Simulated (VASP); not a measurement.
# MoTe2 in VASP: one cell, several levels of theory, part 2 of 3

The system is MoTe2 (rutile), a generated structure that needn't be the ground state.

VASP 6.6.1, plane waves, PAW. The steps go on from the part before.

## (3) LDA

INCAR

```
ENCUT = 520.000000
SIGMA = 0.020000
EDIFF = 1.00e-07
GGA = CA
PREC = Accurate
IBRION = -1
ISIF = 2
ISMEAR = -1
NBANDS = 35
NELM = 120
NSW = 0
LASPH = .TRUE.
LCHARG = .TRUE.
LELF = .TRUE.
LWAVE = .FALSE.
LREAL = .FALSE.
```

KPOINTS

```
KPOINTS created by Atomic Simulation Environment
0
Gamma
4 4 8
0 0 0
```

KPOINTS_OPT

```
special points
8
Reciprocal
0.0000000000 0.0000000000 0.0000000000 1
0.0000000000 0.5000000000 0.0000000000 1
0.5000000000 0.5000000000 0.0000000000 1
0.0000000000 0.0000000000 0.5000000000 1
0.0000000000 0.5000000000 0.5000000000 1
0.5000000000 0.5000000000 0.5000000000 1
0.0000000000 0.0000000000 0.1250000000 1
0.5000000000 0.5000000000 0.1500000000 1
```

POSCAR

```
Mo Te
 1.0000000000000000
     6.6419834248812828    0.0000000000000000    0.0000000000000000
     0.0000000000000000    6.6419834248812828    0.0000000000000000
     0.0000000000000000    0.0000000000000000    3.6274816013818518
 Mo  Te
   2   4
Cartesian
  0.0000000000000000  0.0000000000000000  0.0000000000000000
  3.3209917124406414  3.3209917124406414  1.8137408006909259
  1.9017074550599846  1.9017074550599846  0.0000000000000000
  1.4192842573806570  5.2226991675006254  1.8137408006909259
  5.2226991675006254  1.4192842573806570  1.8137408006909259
  4.7402759698212993  4.7402759698212993  0.0000000000000000
```

The run uses the recommended LDA PAW datasets (52 valence electrons a neutral cell).

Started as:

```sh
mpirun -np 1 vasp_std
```

Standard output, without the iteration lines:

```text
POSCAR found type information on POSCAR MoTe
 POSCAR found :  2 types and       6 ions
 LDA part: xc-table for (Slater(with rela. corr.)+CA(PZ))
 , standard interpolation
 POSCAR, INCAR and KPOINTS ok, starting setup
 FFT: planning ... GRIDC
 FFT: planning ... GRID_SOFT
 FFT: planning ... GRID
 WAVECAR not read
 entering main loop
 Start KPOINTS_OPT (optional k-point list driver)
k-point batch [1-8\8]
```

OSZICAR:

```text
N       E                     dE             d eps       ncg     rms          rms(c)
DAV:   1     0.391786702426E+03    0.39179E+03   -0.24982E+04  2396   0.132E+03
DAV:   2    -0.163857811923E+02   -0.40817E+03   -0.39603E+03  2590   0.326E+02
DAV:   3    -0.396360471996E+02   -0.23250E+02   -0.22645E+02  2614   0.653E+01
DAV:   4    -0.402097831945E+02   -0.57374E+00   -0.57125E+00  2413   0.100E+01
DAV:   5    -0.402258429379E+02   -0.16060E-01   -0.16058E-01  2624   0.171E+00    0.189E+01
DAV:   6    -0.399055732277E+02    0.32027E+00   -0.88101E+00  2222   0.160E+01    0.825E+00
DAV:   7    -0.392723936521E+02    0.63318E+00   -0.64280E+00  2211   0.122E+01    0.708E+00
DAV:   8    -0.389805931646E+02    0.29180E+00   -0.66824E-01  2209   0.468E+00    0.158E+00
DAV:   9    -0.389691774327E+02    0.11416E-01   -0.95723E-02  2401   0.139E+00    0.744E-01
DAV:  10    -0.389678623618E+02    0.13151E-02   -0.11529E-02  2200   0.684E-01    0.231E-01
DAV:  11    -0.389674819852E+02    0.38038E-03   -0.14028E-03  2236   0.241E-01    0.453E-02
DAV:  12    -0.389674731807E+02    0.88045E-05   -0.61305E-05  2487   0.401E-02    0.206E-02
DAV:  13    -0.389674732193E+02   -0.38614E-07   -0.71274E-06  2344   0.160E-02    0.683E-03
DAV:  14    -0.389674731556E+02    0.63684E-07   -0.43160E-07  2136   0.358E-03
   1 F= -.38967473E+02 E0= -.38963532E+02  d E =-.788215E-02
       N       E                     dE             ncg
DAV:   1     0.248812121273E+04   -0.79419E+04      656
DAV:   2    -0.733129200227E+03   -0.32213E+04      702
DAV:   3    -0.916350553506E+03   -0.18322E+03      687
DAV:   4    -0.921202610947E+03   -0.48521E+01      616
DAV:   5    -0.921358872783E+03   -0.15626E+00      710
DAV:   6    -0.921361000635E+03   -0.21279E-02      640
DAV:   7    -0.921361101998E+03   -0.10136E-03      731
DAV:   8    -0.921361107292E+03   -0.52939E-05      608
DAV:   9    -0.921361107416E+03   -0.12459E-06      457
DAV:  10    -0.921361107425E+03   -0.84601E-08      375
```

Parts of OUTCAR:

```text
k-points           NKPTS =     30   k-points in BZ     NKDIM =     30   number of bands    NBANDS=     35

   NELECT =      52.0000    total number of electrons

   dimension x,y,z NGX =    50 NGY =   50 NGZ =   28
   dimension x,y,z NGXF=   100 NGYF=  100 NGZF=   56

  energy-cutoff  :      520.00
  volume of cell :      160.03
      direct lattice vectors                 reciprocal lattice vectors
     6.641983425  0.000000000  0.000000000     0.150557437  0.000000000  0.000000000
     0.000000000  6.641983425  0.000000000     0.000000000  0.150557437  0.000000000
     0.000000000  0.000000000  3.627481601     0.000000000  0.000000000  0.275673349

 k-points in reciprocal lattice and weights: KPOINTS created by Atomic Simulation Env
   0.00000000  0.00000000  0.00000000       0.008
   0.25000000  0.00000000  0.00000000       0.031
   0.50000000  0.00000000  0.00000000       0.016
   0.25000000  0.25000000  0.00000000       0.031
   0.50000000  0.25000000  0.00000000       0.031
   0.50000000  0.50000000  0.00000000       0.008
   0.00000000  0.00000000  0.12500000       0.016
   0.25000000  0.00000000  0.12500000       0.062
[... 22 more k-points ...]

 E-fermi :   7.5316

 k-point     1 :       0.0000    0.0000    0.0000
  band No.  band energies     occupation
      1     -53.3855      2.00000
      2     -53.3854      2.00000
      3     -27.7445      2.00000
      4     -27.7445      2.00000
      5     -27.6757      2.00000
      6     -27.6757      2.00000
      7     -27.6504      2.00000
      8     -27.6474      2.00000
      9      -5.5236      2.00000
     10      -3.9508      2.00000
     11      -3.9508      2.00000
     12      -3.7393      2.00000
     13       1.0954      2.00000
     14       2.1638      2.00000
     15       2.9015      2.00000
     16       3.7320      2.00000
     17       3.7320      2.00000
     18       4.6556      2.00000
     19       4.6556      2.00000
     20       5.6767      2.00000
     21       5.7849      2.00000
     22       6.1812      2.00000
     23       6.5155      2.00000
     24       6.9688      2.00000
     25       6.9688      2.00000
     26       7.5146      1.40196
     27       7.5146      1.40196
     28       8.3959      0.00000
     29       8.4346      0.00000
     30       8.4998      0.00000
     31       8.5113      0.00000
     32      10.4542      0.00000
     33      11.1921      0.00000
     34      11.1921      0.00000
     35      12.7368      0.00000

 k-point     2 :       0.2500    0.0000    0.0000
  band No.  band energies     occupation
      1     -53.3854      2.00000
      2     -53.3854      2.00000
      3     -27.7444      2.00000
      4     -27.7444      2.00000
      5     -27.6757      2.00000
      6     -27.6757      2.00000
      7     -27.6500      2.00000
      8     -27.6478      2.00000
      9      -5.3593      2.00000
     10      -4.3119      2.00000
     11      -3.9103      2.00000
     12      -3.7218      2.00000
     13       1.4920      2.00000
     14       2.5346      2.00000
     15       2.7664      2.00000
     16       3.5818      2.00000
     17       3.7855      2.00000
     18       4.6805      2.00000
     19       4.6929      2.00000
     20       5.2977      2.00000
     21       5.7228      2.00000
     22       6.0305      2.00000
     23       6.2462      2.00000
     24       6.6562      2.00000
     25       7.1311      2.00000
     26       7.4436      1.97584
     27       7.5464      0.64636
     28       8.0944      0.00000
     29       8.2844      0.00000
     30       8.6882      0.00000
     31       9.2589      0.00000
     32      10.7868      0.00000
     33      10.8611      0.00000
     34      11.0209      0.00000
     35      12.3371      0.00000

 k-point     3 :       0.5000    0.0000    0.0000
  band No.  band energies     occupation
      1     -53.3854      2.00000
      2     -53.3854      2.00000
      3     -27.7444      2.00000
      4     -27.7444      2.00000
      5     -27.6758      2.00000
      6     -27.6758      2.00000
      7     -27.6489      2.00000
      8     -27.6489      2.00000
      9      -4.9051      2.00000
     10      -4.9051      2.00000
     11      -3.8098      2.00000
     12      -3.8098      2.00000
     13       2.1846      2.00000
     14       2.1846      2.00000
     15       3.6095      2.00000
     16       3.6095      2.00000
     17       3.8410      2.00000
     18       3.8410      2.00000
     19       4.7193      2.00000
     20       4.7193      2.00000
     21       5.9614      2.00000
     22       5.9614      2.00000
     23       6.2596      2.00000
     24       6.2596      2.00000
     25       7.1060      2.00000
     26       7.1060      2.00000
     27       7.9905      0.00000
     28       7.9905      0.00000
     29       8.3790      0.00000
     30       8.3790      0.00000
     31      10.6109      0.00000
     32      10.6109      0.00000
     33      10.6710      0.00000
     34      10.6710      0.00000
     35      12.4009      0.00000

 k-point     4 :       0.2500    0.2500    0.0000
  band No.  band energies     occupation
      1     -53.3854      2.00000
      2     -53.3854      2.00000
      3     -27.7445      2.00000
      4     -27.7444      2.00000
      5     -27.6758      2.00000
      6     -27.6757      2.00000
      7     -27.6496      2.00000
      8     -27.6481      2.00000
      9      -5.2125      2.00000
     10      -4.3944      2.00000
     11      -4.0310      2.00000
     12      -3.7791      2.00000
     13       1.7644      2.00000
     14       2.5993      2.00000
     15       2.8076      2.00000
     16       3.7538      2.00000
     17       3.9032      2.00000
     18       4.6394      2.00000
     19       4.7201      2.00000
     20       5.4310      2.00000
     21       5.4575      2.00000
     22       5.7377      2.00000
     23       6.2051      2.00000
     24       6.5471      2.00000
     25       6.9704      2.00000
     26       7.1447      2.00000
     27       7.3035      1.99998
     28       8.3226      0.00000
     29       8.6263      0.00000
     30       8.6536      0.00000
     31       9.1813      0.00000
     32      10.6168      0.00000
     33      11.0228      0.00000
     34      11.1405      0.00000
     35      11.4990      0.00000

 k-point     5 :       0.5000    0.2500    0.0000
  band No.  band energies     occupation
      1     -53.3854      2.00000
      2     -53.3854      2.00000
      3     -27.7445      2.00000
      4     -27.7445      2.00000
      5     -27.6757      2.00000
      6     -27.6757      2.00000
      7     -27.6489      2.00000
      8     -27.6489      2.00000
      9      -4.8194      2.00000
     10      -4.8194      2.00000
     11      -3.9422      2.00000
     12      -3.9422      2.00000
     13       2.1925      2.00000
     14       2.1925      2.00000
     15       3.6355      2.00000
     16       3.6355      2.00000
     17       4.3605      2.00000
     18       4.3605      2.00000
     19       4.6681      2.00000
     20       4.6681      2.00000
     21       5.6854      2.00000
     22       5.6854      2.00000
     23       6.4561      2.00000
     24       6.4561      2.00000
     25       6.5142      2.00000
     26       6.5142      2.00000
     27       7.9828      0.00000
     28       7.9828      0.00000
     29       8.5816      0.00000
     30       8.5816      0.00000
     31       9.9296      0.00000
     32       9.9296      0.00000
     33      10.9001      0.00000
     34      10.9001      0.00000
     35      12.5789      0.00000

 k-point     6 :       0.5000    0.5000    0.0000
  band No.  band energies     occupation
      1     -53.3854      2.00000
      2     -53.3854      2.00000
      3     -27.7445      2.00000
      4     -27.7445      2.00000
      5     -27.6757      2.00000
      6     -27.6757      2.00000
      7     -27.6489      2.00000
      8     -27.6489      2.00000
      9      -4.7007      2.00000
     10      -4.7007      2.00000
     11      -4.1060      2.00000
     12      -4.1060      2.00000
     13       2.1668      2.00000
     14       2.1668      2.00000
     15       4.2094      2.00000
     16       4.2094      2.00000
     17       4.3451      2.00000
     18       4.3451      2.00000
     19       4.6233      2.00000
     20       4.6233      2.00000
     21       5.7340      2.00000
     22       5.7340      2.00000
     23       5.7577      2.00000
     24       5.7577      2.00000
     25       6.9722      2.00000
     26       6.9722      2.00000
     27       7.4125      1.99483
     28       7.4125      1.99483
     29       8.8907      0.00000
     30       8.8907      0.00000
     31       9.4050      0.00000
     32       9.4050      0.00000
     33      11.0941      0.00000
     34      11.0941      0.00000
     35      12.7115      0.00000

[... the tables of k-points 7 to 30 left out ...]

  Total       -4.3263333     -4.3263333     -4.6206375     -0.0000000      0.0000000      0.0000000
  in kB      -43.3141467    -43.3141467    -46.2606451     -0.0000000      0.0000000      0.0000000
  external PRESSURE =     -44.2963129 kB  Pullay stress =       0.0000000 kB

 POSITION                                       TOTAL-FORCE (eV/Angst)
 -----------------------------------------------------------------------------------
      0.00000      0.00000      0.00000         0.000000      0.000000     -0.000000
      3.32099      3.32099      1.81374         0.000000      0.000000     -0.000000
      1.90171      1.90171      0.00000         0.000428      0.000428      0.000000
      1.41928      5.22270      1.81374        -0.000428      0.000428      0.000000
      5.22270      1.41928      1.81374         0.000428     -0.000428     -0.000000
      4.74028      4.74028      0.00000        -0.000428     -0.000428     -0.000000
 -----------------------------------------------------------------------------------
    total drift:                                0.000000      0.000000     -0.000000

  FREE ENERGIE OF THE ION-ELECTRON SYSTEM (eV)
  ---------------------------------------------------
  free  energy   TOTEN  =       -38.9674731556 eV

  energy  without entropy=      -38.9595910041  energy(sigma->0) =      -38.96353208
```

Run time: 2.2 min. Hardware: 1 MPI rank of Intel Xeon Platinum 8488C, shared host; peak memory 0.36 GiB.

The levels at the points of KPOINTS_OPT are read from vasprun.xml.

Band energies at the special points (eV, zero at the top of v, the last band that the electrons fill by count):

```tsv
point	v−1	v	c	c+1
Γ	-0.89	-0.34	-0.34	0.54
X	-0.75	-0.75	0.13	0.13
M	-0.89	-0.89	-0.45	-0.45
Z	-0.25	-0.25	0.34	0.34
R	-1.52	-1.52	0.22	0.22
A	-0.33	-0.33	-0.28	-0.28
```

At the LDA level the bands overlap by 0.82 eV: a metal or semimetal. Pressure: -4.43 GPa; the forces vanish within 0.01 eV/Å.

Density in a lattice plane of the grid's cell (edges 6.64 and 6.64 Å, at 0.000 of the third edge), which holds Mo and Te.

Values in e/Å³, 12 rows by 12 columns:
```
 4.33  1.79  0.30  0.12  0.05  0.03  0.04  0.10  0.20  0.28  0.38  1.71
 0.43  0.30  0.19  0.12  0.06  0.04  0.09  0.31  0.50  0.56  0.51  0.38
 0.13  0.12  0.12  0.10  0.06  0.06  0.17  0.48  0.07 -0.02  0.56  0.28
 0.07  0.05  0.06  0.06  0.05  0.08  0.19  0.50  0.14  0.07  0.50  0.20
 0.03  0.03  0.04  0.06  0.08  0.10  0.17  0.35  0.50  0.48  0.31  0.10
 0.02  0.04  0.09  0.17  0.19  0.17  0.15  0.17  0.19  0.17  0.09  0.04
 0.03  0.10  0.31  0.48  0.50  0.35  0.17  0.10  0.08  0.06  0.04  0.03
 0.07  0.20  0.50  0.07  0.14  0.50  0.19  0.08  0.05  0.06  0.06  0.05
 0.13  0.28  0.56 -0.02  0.07  0.48  0.17  0.06  0.06  0.10  0.12  0.12
 0.43  0.38  0.51  0.56  0.50  0.31  0.09  0.04  0.06  0.12  0.19  0.30
 4.33  1.71  0.38  0.28  0.20  0.10  0.04  0.03  0.05  0.12  0.30  1.79
 7.79  4.33  0.43  0.13  0.07  0.03  0.02  0.03  0.07  0.13  0.43  4.33
```
Columns run along the first of these edges and rows up along the second, over one cell in 12 and 12 even steps from the bottom left corner. Atoms in the plane (fractional): Mo at (0.00, 0.00), Te at (0.29, 0.29), Te at (0.71, 0.71).

ELF in the same plane.

Values, 12 rows by 12 columns:
```
0.73 0.56 0.21 0.22 0.09 0.03 0.11 0.55 0.71 0.66 0.26 0.50
0.21 0.21 0.30 0.23 0.08 0.04 0.40 0.83 0.86 0.84 0.75 0.26
0.22 0.22 0.23 0.14 0.05 0.08 0.56 0.83 0.70 0.66 0.84 0.66
0.17 0.09 0.08 0.05 0.05 0.12 0.51 0.78 0.66 0.70 0.86 0.71
0.07 0.03 0.04 0.08 0.12 0.19 0.37 0.66 0.78 0.83 0.83 0.55
0.03 0.11 0.40 0.56 0.51 0.37 0.31 0.37 0.51 0.56 0.40 0.11
0.07 0.55 0.83 0.83 0.78 0.66 0.37 0.19 0.12 0.08 0.04 0.03
0.17 0.71 0.86 0.70 0.66 0.78 0.51 0.12 0.05 0.05 0.08 0.09
0.22 0.66 0.84 0.66 0.70 0.83 0.56 0.08 0.05 0.14 0.23 0.22
0.21 0.26 0.75 0.84 0.86 0.83 0.40 0.04 0.08 0.23 0.30 0.21
0.73 0.50 0.26 0.66 0.71 0.55 0.11 0.03 0.09 0.22 0.21 0.56
0.24 0.73 0.21 0.22 0.17 0.07 0.03 0.07 0.17 0.22 0.21 0.73
```
Columns run along the first of these edges and rows up along the second, over one cell in 12 and 12 even steps from the bottom left corner. Atoms in the plane (fractional): Mo at (0.00, 0.00), Te at (0.29, 0.29), Te at (0.71, 0.71).

Both are smooth fields of the valence electrons: close to the nuclei they are not physical.

The highest ELF values outside the cores: 0.87 beside Te, off the lines to its neighbours, 0.9 Å from Te; 0.84 in the shell around Te, 0.9 Å from Te.

[end of part 2 of 3]
